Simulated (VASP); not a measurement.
**BaTe in VASP 6.6.1, relaxation**

INCAR

```
LCHARG = .FALSE.
PREC = Accurate
NELM = 64
EDIFF = 1E-7
EDIFFG = -5E-3
ISIF = 3
SIGMA = 0.1
NSW = 40
LASPH = .TRUE.
LWAVE = .FALSE.
NBANDS = 15
ENCUT = 600
METAGGA = RTPSS
LREAL = .FALSE.
ISMEAR = 1
IBRION = 2
```

KPOINTS

```
KPOINTS created by Atomic Simulation Environment
0
Gamma
6 6 6
0 0 0
```

POSCAR

```
Ba Te
 1.0000000000000000
     0.0000000000000000    3.6605770000000000    3.6605770000000000
     3.6605770000000000    0.0000000000000000    3.6605770000000000
     3.6605770000000000    3.6605770000000000    0.0000000000000000
 Ba  Te
   1   1
Cartesian
  0.0000000000000000  0.0000000000000000  0.0000000000000000
  3.6605770000000000  3.6605770000000000  3.6605770000000000
```

The recommended PBE PAW datasets give the neutral cell 16 valence electrons.

Command

```
mpirun -np 1 vasp_std
```

Task: Predict the outcome of this run.

Result: It converged. Results: relaxed cell vector lengths 4.993, 4.993, 4.993 Å; relaxed cell volume 88.02 Å³.

OSZICAR

```
N       E                     dE             d eps       ncg     rms          rms(c)
DAV:   1     0.144542382885E+03    0.14454E+03   -0.65947E+03   480   0.101E+03
DAV:   2     0.409757248554E+02   -0.10357E+03   -0.93790E+02   732   0.235E+02
DAV:   3     0.326975422061E+02   -0.82782E+01   -0.81984E+01   669   0.663E+01
DAV:   4     0.324884311523E+02   -0.20911E+00   -0.20903E+00   679   0.121E+01
DAV:   5     0.324844277155E+02   -0.40034E-02   -0.40032E-02   702   0.134E+00    0.417E+00
DAV:   6     0.329887342051E+02    0.50431E+00   -0.45939E+00   594   0.228E+01    0.220E+00
DAV:   7     0.330305706660E+02    0.41836E-01   -0.33899E-01   717   0.360E+00    0.112E+00
DAV:   8     0.330146230468E+02   -0.15948E-01   -0.62722E-02   578   0.137E+00    0.659E-01
DAV:   9     0.330069008873E+02   -0.77222E-02   -0.85466E-03   529   0.598E-01    0.294E-01
DAV:  10     0.330054602054E+02   -0.14407E-02   -0.23266E-03   522   0.322E-01    0.513E-02
...
DAV:   1     0.329171289730E+02   -0.13758E-02   -0.40034E-02   683   0.124E+00    0.186E-01
DAV:   2     0.329179984660E+02    0.86949E-03   -0.21954E-03   662   0.327E-01    0.910E-02
DAV:   3     0.329183179760E+02    0.31951E-03   -0.15694E-03   727   0.220E-01    0.370E-02
DAV:   4     0.329183119499E+02   -0.60262E-05   -0.25917E-05   522   0.397E-02    0.276E-02
DAV:   5     0.329183175504E+02    0.56005E-05   -0.75972E-06   745   0.175E-02    0.116E-02
DAV:   6     0.329183243188E+02    0.67685E-05   -0.11464E-06   516   0.904E-03    0.231E-03
DAV:   7     0.329183228081E+02   -0.15107E-05   -0.57640E-08   324   0.184E-03    0.891E-04
DAV:   8     0.329183230750E+02    0.26687E-06   -0.11193E-08   261   0.779E-04    0.812E-05
DAV:   9     0.329183231260E+02    0.51026E-07   -0.16339E-09   247   0.277E-04
   3 F= 0.32918323E+02 E0= 0.32918294E+02  d E =-.869340E-01
```

| ionic step | ΔE (meV/atom) | volume (Å³) | largest force (eV/Å) | pressure (GPa) | electronic steps |
| --- | --- | --- | --- | --- | --- |
| 1 | 0.0 | 98.10 | 0.000 | -2.51 | 15 |
| 2 | -43.4 | 87.60 | 0.000 | 0.14 | 12 |
| 3 | -43.5 | 88.02 | 0.000 | 0.00 | 9 |

 The volume moved far on the plane waves of the start cell, so a restart from CONTCAR is due.

For comparison, a separate PBE relaxation on usual settings, not on those above, ends at 89.07 Å³.
